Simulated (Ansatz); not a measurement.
SiS2: field gradients at two levels of theory

Cell: a Materials Project structure (computed, not necessarily an observed phase), its atoms then relaxed with PBE in this cell.

```cif
data_SiS2
_symmetry_space_group_name_H-M 'Ibam'
_symmetry_Int_Tables_number 72
_cell_length_a 5.7494
_cell_length_b 9.8209
_cell_length_c 5.5487
_cell_angle_alpha 90.000
_cell_angle_beta 90.000
_cell_angle_gamma 90.000
loop_
_atom_site_label
_atom_site_type_symbol
_atom_site_symmetry_multiplicity
_atom_site_Wyckoff_symbol
_atom_site_fract_x
_atom_site_fract_y
_atom_site_fract_z
Si Si 4 a 0.0000 0.0000 0.7500
S S 8 j 0.2964 0.3838 0.5000
```

One atom of each set is listed; the run and its k-mesh use a cell of 6 atoms with edges of 6.33, 6.33, 6.33 Å.

First run. The numbers come from a DFT calculation in Ansatz (PBE, plane waves and PAW, scalar-relativistic, 420 eV cutoff, Γ-centred 8×8×8 k-points, Fermi–Dirac smearing 0.01 eV).

```csv
site,V_zz (10²¹ V/m²),η
Si,-0.41,0.46
S,-13.25,0.59
```

Second run. The same atoms and settings, except that the functional is r2SCAN and the cutoff is 500 eV.

Question: What does the second run give?

Answer: 

```json
{"site": "Si", "V_zz": "-0.47", "η": "0.40", "change of V_zz": "-0.06"}
{"site": "S", "V_zz": "-13.04", "η": "0.59", "change of V_zz": "+0.21"}
```

The largest change of V_zz is on S, from -13.25 to -13.04. In per cent, |V_zz| changes by -2 on S (all sites that start above 0.5).

For the second run: The largest force is 0.3 eV/Å, so the atoms aren't at the calculated equilibrium and relaxing them would move these values.
